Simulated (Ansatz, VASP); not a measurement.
# Ca: VASP beside Ansatz

```
CELL_PARAMETERS angstrom
1.97568 -6.74883 0.00000
1.97568 6.74883 0.00000
0.00000 0.00000 6.47056
ATOMIC_POSITIONS crystal
Ca 0.13139 0.86861 0.99995
Ca 0.63139 0.36861 0.50005
Ca 0.86861 0.13139 0.00005
Ca 0.36861 0.63139 0.49995
```

Alike in both runs: functional r2SCAN; k mesh 4 × 4 × 4; occupations gaussian, width 0.1 eV; no spin polarisation.

Ansatz relaxed the structure, and its values are those at the end. VASP's run is a single point on that final structure, the one shown.

|  | VASP | Ansatz |
| --- | --- | --- |
| version | VASP 6.6.1 | Ansatz 0.2.0 |
| potentials or method | VASP PAW PBE potentials, release 64 (Ca_sv) | scalar-relativistic, plane waves, PAW |
| plane-wave cutoff (eV) | 520 | 500 |
| valence electrons in the cell | 40 | 40 |

|  | VASP | Ansatz | Ansatz less VASP |
| --- | --- | --- | --- |
| gap on the k mesh at the Fermi level (eV) | none | none | - |
| pressure (GPa) | 0.2 | 0.2 | -0.04 |
| rms of the force components (eV/Å) | 0.004 | 0.007 | +0.0028 |

A gap of «none» marks a metal or a gap that the smearing closes.

Caveats: the k mesh is coarse (spacing up to 0.41 Å⁻¹), so the values aren't converged; the PAW data sets were made with another functional, which shifts forces and pressure a little (VASP).
